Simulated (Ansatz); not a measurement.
CdO (Monteponite), 2 atoms in the cell. Symmetry: Fm-3m, No. 225, cubic system. The conventional cell has a = 4.699 Å, b = 4.699 Å, c = 4.699 Å, α = 90.00°, β = 90.00°, γ = 90.00°. Cd (site symmetry m-3m) has 6 O at 2.35 Å as nearest neighbours. O (site symmetry m-3m) has 6 Cd at 2.35 Å as nearest neighbours. 

```yaml
Program: Ansatz 0.2.0
Task: single point
Functional: PBE
Potentials_or_basis: all-electron LAPW, scalar-relativistic
Cutoff: 306 eV (chosen from the basis error)
Basis_error_allowed: 0.001 eV/atom
k_mesh: 10 × 10 × 10
Occupations: gaussian, width 0.016 eV
Spin: no spin polarisation
```

Potentials or basis: all-electron LAPW, scalar-relativistic.

The run is started by

```console
$ ansatz run input.yaml --threads 1 --pin off --max-ram 3072MiB --backend cpu --events-out ev --progress --plain --runs-dir out
```

Hardware: 1 thread of Arm Neoverse V1, on a shared host.

Problem. How long does it take, and how much memory?

Solution. Wall time 7.9 s on 1 thread of Arm Neoverse V1, with other jobs on the host, peak memory 0.31 GiB. Counts: scf iterations 7, plane waves 331, k points 47, bands 23.
